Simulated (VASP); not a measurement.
Wanted: the native input for a VASP 6.6.1 run.

* Task: electric field gradients
* Functional: PBEsol
* Potentials or basis: VASP PAW PBE potentials, release 64 (Al, N)
* Cutoff: 520 eV
* k mesh: 9 × 9 × 6
* Occupations: gaussian, width 0.01 eV
* Spin: no spin polarisation
* Dipole correction: no
* Further INCAR settings: ALGO = Fast; EDIFF = 1e-08; NBANDS = 16

The structure of AlN lies in POSCAR:

```
AlN
1.0
    3.1138126617      0.0000000000      0.0000000000
   -1.5569063308      2.6966408676      0.0000000000
    0.0000000000      0.0000000000      4.9833864630
Al N
2 2
Direct
    0.3333333333      0.6666666667     -0.0009968572
    0.6666666667      0.3333333333      0.4990031428
    0.3333333333      0.6666666667      0.3809968572
    0.6666666667      0.3333333333      0.8809968572
```

The input as run:

INCAR

```
SYSTEM = AlN
  PREC = Accurate
  ENCUT = 520
  EDIFF = 1E-8
  ISMEAR = 0
  SIGMA = 0.01
  LREAL = .FALSE.
  LASPH = .TRUE.
  NELM = 80
  ALGO = Fast
  ISIF = 2
  LWAVE = .FALSE.
  LCHARG = .FALSE.
  GGA = PS
  LEFG = .TRUE.
  NBANDS = 16
```

KPOINTS

```
Automatic mesh
0
G
  9 9 6
  0 0 0
```

Potentials or basis: VASP PAW PBE potentials, release 64 (Al, N).

Launch:

```bash
$ cat potpaw_PBE.64/Al/POTCAR potpaw_PBE.64/N/POTCAR > POTCAR
$ mpirun -np 1 vasp_std > vasp.out
```

Results of the run:

```json
{"Pressure": "0.0 GPa", "Band gap on the k mesh": "4.11 eV, direct"}
```

Caveat: the PAW data sets were made with another functional, which shifts forces and pressure a little; an odd mesh through Γ misses points on the zone boundary, where band edges often lie.

Run time: 37 s on 1 thread of Intel(R) Xeon(R) Platinum 8488C (Sapphire Rapids), with other jobs on the host, peak memory 0.16 GiB.
